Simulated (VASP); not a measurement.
Crystal: CoO.

```xyz
4
Lattice="-1.4142 2.4495 2.7217 2.8285 0.0000 2.7217 1.4142 2.4495 0.0000" Properties=species:S:1:pos:R:3 pbc="T T T"
Co    1.4142    2.4495    1.3609
Co    1.4142    2.4495    4.0826
O     0.0000    3.2660    2.7217
O     1.4142    0.8165    2.7217
```

The cell was built by a generator and needn't be a form met in nature.

Base run:

* Program: VASP 6.6.1
* Functional: PBE
* Potentials or basis: VASP PAW PBE potentials, release 64 (Co, O)
* Cutoff: 520 eV
* k mesh: 8 × 8 × 8
* Occupations: fermi-dirac, width 0.05 eV
* Spin: collinear spin, ferrimagnetic start
* Starting moments: [2.0, -1.0, 0.0, 0.0] μB

Its results: band gap on the k mesh none (metal or under the smearing width); pressure 0.8 GPa; net moment 0.00 μB per cell; site moments Co +2.35, -2.35; O -0.00 μB; largest force 0.293 eV/Å.

Question: After a change of settings the same cell gave: band gap on the k mesh none (metal or under the smearing width); pressure -6.0 GPa; net moment -2.88 μB per cell; site moments Co -0.04, -2.45; O -0.18 μB; largest force 0.143 eV/Å. Which change was it?
A. spin from collinear spin, ferrimagnetic start to collinear spin, random start; moments at the start from [2.0, -1.0, 0.0, 0.0] to [0.56, -2.23, 0.0, 0.0]
B. spin from collinear spin, ferrimagnetic start to collinear spin, antiferromagnetic start; moments at the start from [2.0, -1.0, 0.0, 0.0] to [3.5, -3.5, 0.0, 0.0]
C. spin from collinear spin, ferrimagnetic start to collinear spin, antiferromagnetic start; moments at the start from [2.0, -1.0, 0.0, 0.0] to [2.0, -2.0, 0.0, 0.0]

Answer: A.

Caveats: semilocal functionals often make such compounds metallic where correlation or magnetic order opens a gap, which also shifts bond lengths.
